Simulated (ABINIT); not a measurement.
## Ti: band structure with BP86

The system is Ti.

```
Ti
1.0
    -1.64100    1.64100    1.64100
     1.64100   -1.64100    1.64100
     1.64100    1.64100   -1.64100
Ti
1
Cartesian
  0.0000 0.0000 0.0000
```

This isn't the form of Ti at room conditions, which is hcp.

```yaml
Program: ABINIT 10.8.3 (patched build)
Task: band structure
Functional: BP86
Potentials_or_basis: JTH PAW PBE v2.0
Cutoff: 408 eV
k_mesh: 11 × 11 × 11
Occupations: fermi-dirac, width 0.05 eV
Spin: no spin polarisation
Fine-grid_cutoff: 816.342 eV
Exchange_and_correlation_inside_the_PAW_spheres: full angular mesh (pawxcdev 0, this build's default; the released program takes 1)
```

```json
{
  "Pressure": "-3.1 GPa",
  "Band gap on the k mesh": "none (metal or under the smearing width)",
  "Valence electrons inside the program's atomic spheres": "Ti 10.17 (radii [1.2214] Å)"
}
```

Levels at the corners of the path, in eV from the Fermi level:
```csv
point,band 3,band 4,band 5,band 6,band 7,band 8,band 9,band 10
Γ,-32.39,-32.39,-5.86,0.96,0.96,0.96,2.68,2.68
H,-32.83,-32.83,-2.05,-2.05,3.83,3.83,3.83,8.29
N,-32.59,-32.39,-2.40,-0.39,1.17,2.67,3.01,4.17
Γ,-32.39,-32.39,-5.86,0.96,0.96,0.96,2.68,2.68
P,-32.70,-32.70,-0.58,-0.58,-0.58,3.07,3.07,8.96
H,-32.83,-32.83,-2.05,-2.05,3.83,3.83,3.83,8.29
```

Wall time 10 s on 1 thread of Arm Neoverse V1, on a shared host, peak memory 0.1 GiB.

Caveat: the PAW data sets were made with another functional, which shifts forces and pressure a little.
